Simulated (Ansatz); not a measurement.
**Cu: pressure against volume**

Cu, Fm-3m, a = 3.577 Å. Ansatz: r2SCAN, PAW, 500 eV, Γ-centred 20×20×20 mesh on 1 atom, Gaussian smearing 0.10 eV; no spin polarisation. Symmetry fixes shape and atoms, so the cell is only scaled; pressure is positive in compression.

| V (Å³/atom) | P (GPa) |
| --- | --- |
| 10.754 | 11.75 |
| 11.097 | 5.32 |
| 11.441 | -0.03 |
| 11.784 | ? |
| 12.127 | -8.20 |

Question: Take V0 = 11.441 Å³/atom, count pressures from its P0 = -0.03 GPa, fit the third-order Birch–Murnaghan form to the other rows, and predict the missing pressure.

Answer: With the Eulerian strain f = ½[(V0/V)^(2/3) − 1] and y = (P − P0)/[3f(1 + 2f)^(5/2)], the form is the line y = B0 + 1.5 B0 (B0′ − 4) f. Rows (f, y): 0.02107, 168.1; 0.01028, 164.9; -0.01904, 157.6. Means f = 0.004103, y = 163.53; Σ(Δf)² = 0.0008616, ΣΔfΔy = 0.2232; the slope is their ratio. y = 162.5 + 259.1 f GPa, so B0 = 162.5 GPa and B0′ = 4 + 2 × (259.1)/(3 × 162.5) = 5.06. At V = 11.784, f = -0.00975, y = 159.97 and P = -4.48 GPa. The run gave -4.49 GPa, so the fit is 0.01 GPa too high, within twice the rms miss on the fitted rows (0.008 GPa).